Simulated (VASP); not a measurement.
A run of VASP 6.6.1 is set up as follows.

INCAR

```
  ALGO = Fast
  EDIFF = 1E-7
  EDIFFG = -0.005
  ENCUT = 600
  GGA = PS
  IBRION = 2
  ISIF = 3
  ISMEAR = 0
  ISPIN = 2
  LASPH = True
  LCHARG = False
  LMAXMIX = 4
  LORBIT = 11
  LREAL = False
  LWAVE = False
  MAGMOM = 2 2
  NELM = 150
  NSW = 90
  PREC = Accurate
  SIGMA = 0.1
```

KPOINTS

```
k-points
0
Gamma
  21 21 10
```

POSCAR

```
Co
1.0
    2.5070000000      0.0000000000      0.0000000000
   -1.2535000000      2.1711256900      0.0000000000
    0.0000000000      0.0000000000      4.0700000000
Co
2
Direct
    0.3333333300      0.6666666700      0.2500000000
    0.6666666700      0.3333333300      0.7500000000
```

Potentials or basis: VASP PAW PBE potentials, release 64 (Co).

The run is started by

```bash
$ cat potpaw_PBE.64/Co/POTCAR > POTCAR
$ mpirun -np 1 vasp_std > vasp.out
```

Q: What does it give for the band gap on the k mesh?

A: None (metal or under the smearing width).

Q: Estimate the site moments.

A: Co +1.56 μB.

Q: Predict the relaxed volume.

A: 10.32 Å³/atom.

Q: Predict the net moment.

A: 3.10 μB per cell.

Step by step:
```tsv
step	energy change (eV)	largest force (eV/Å)	pressure (GPa)	volume (Å³)
1	0.0000	0.0000	-14.33	22.15
2	0.0263	0.0000	22.77	19.13
3	-0.0732	0.0000	-0.34	20.66
4	-0.0732	0.0000	0.06	20.63
5	-0.0734	0.0000	0.08	20.63
6	-0.0734	0.0000	0.06	20.63
```

Caveat: the PAW data sets were made with another functional, which shifts forces and pressure a little.
